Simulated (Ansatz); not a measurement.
input.yaml

```yaml
crystal:
  lattice:
    - [2.881, 0.0, 0.0]
    - [0.0, 2.881, 0.0]
    - [0.0, 0.0, 2.881]
  atoms:
    - { symbol: Al, position: [0.0, 0.0, 0.0] }
    - { symbol: Ni, position: [0.5, 0.5, 0.5] }
basis:
  ecutwfc: 420
kpoints:
  mp_grid: { grid: [14, 14, 14] }
hamiltonian:
  xc: pbe
scf:
  occupations: { method: gaussian, width: 0.1 }
output:
  forces: true
  stress: true
  eigenvalues: true
relax:
  adjacent_minimum: "off"
  f_tol: 0.005
  max_steps: 80
  cell: { stress_tol: 0.05 }
```

Launched with
```bash
ansatz run input.yaml --threads 1 --pin off --max-ram 2560MiB --backend cpu --events-out ev --progress --plain --runs-dir out
```

These are results of Ansatz 0.2.0, DFT PBE, scalar-relativistic, plane waves, PAW, not measurements.

From the run's log, abridged (final results; tables in files aren't shown):

```
SCF 4 converged in 6 iterations: F = -6378.531463 eV  dr2 = 1.57e-11
SCF converged after 6 iterations
Free energy (F): -6378.531463 eV
Harris-Foulkes:  -6378.531463 eV  (|F-HF|=1.18e-11)
Internal energy: -6378.526295 eV  (E = F + TS)
E sigma→0 (E₀):  -6378.528879 eV
Entropy (-TS):   -0.005168 eV (-2.584 meV/atom)
Fermi energy:    13.743431 eV
--- Per-component energies (eV) ---
  E_band       = -339.964304
  E_kinetic    = 310.575682
  E_local      = -4464.265908  (includes V_loc(G=0)·N_el)
  E_nonlocal   = 647.759953
  E_hartree    = 1920.723571
  E_xc         = -126.072763
  E_vxc        = -140.357428  (∫ρ·V_xc dr)
  E_paw        = -2100.398854  (= ΣΔE_a)
  E_vpaw       = -535.124546  (= ΣTr[D̂ρ^β])
  E_aug_tail   = 0.000486  (compensation charges beyond the density's cutoff)
  E_ewald      = -2566.848462
  E_smearing   = -0.005168  (= −TS)
--- Forces (eV/Å), atoms counted from 1 ---
  atom   1  Al     0.00000000     0.00000000     0.00000000
  atom   2  Ni     0.00000000     0.00000000     0.00000000
--- Stress (GPa, compression-positive) ---
        0.020643       0.000000       0.000000
        0.000000       0.020643       0.000000
        0.000000       0.000000       0.020643
  P = ⅓ Tr σ = 0.0206 GPa (0.206 kbar)
--- Band table (eV; the first three rows and the last of 120) ---
  k-point 0: bands = ["-89.5104", "-49.9123", "-49.9123", "-49.9123", "2.6995", "10.5965", "10.5965", "12.2659", "12.2659", "12.2659", "19.1972", "19.1972", "19.1972", "21.8166", "21.8166"]
  k-point 1: bands = ["-89.5103", "-49.9133", "-49.9122", "-49.9122", "2.7927", "10.5889", "10.6184", "12.2253", "12.2253", "12.2702", "18.2304", "19.3204", "19.3204", "21.8224", "22.6826"]
  k-point 2: bands = ["-89.5101", "-49.9163", "-49.9120", "-49.9120", "3.0709", "10.5415", "10.6805", "12.1157", "12.1157", "12.2823", "16.6472", "19.6784", "19.6784", "21.8392", "23.9137"]
  k-point 119: bands = ["-89.5065", "-49.9300", "-49.9300", "-49.9300", "9.7279", "9.7279", "9.7279", "12.8174", "12.8174", "15.7434", "15.7434", "15.7434", "17.3452", "18.1745", "18.1745"]
--- Relaxed structure (3 steps of the walk, 3 accepted, 1 SCFs on fresh bases) ---
  F+E_penalty+E_count = -6378.53146321 eV   max|allowed force component| = 7.248e-30 eV/Å   (the final SCF, on the basis selected at the relaxed cell)
  cell:  # Å, volume = 24.2149 Å³
    - [2.89308353, 0.0, 0.0]
    - [0.0, 2.89308353, 0.0]
    - [0.0, 0.0, 2.89308353]
  atoms:
    - { symbol: Al, position: [0.0, 0.0, 0.0] }
    - { symbol: Ni, position: [0.5, 0.5, 0.5] }
```

The relaxation met its thresholds.

It took 21 s on 1 thread of Intel(R) Xeon(R) Processor @ 2.50GHz (Skylake/Cascade Lake) (shared host), peak memory 0.37 GiB.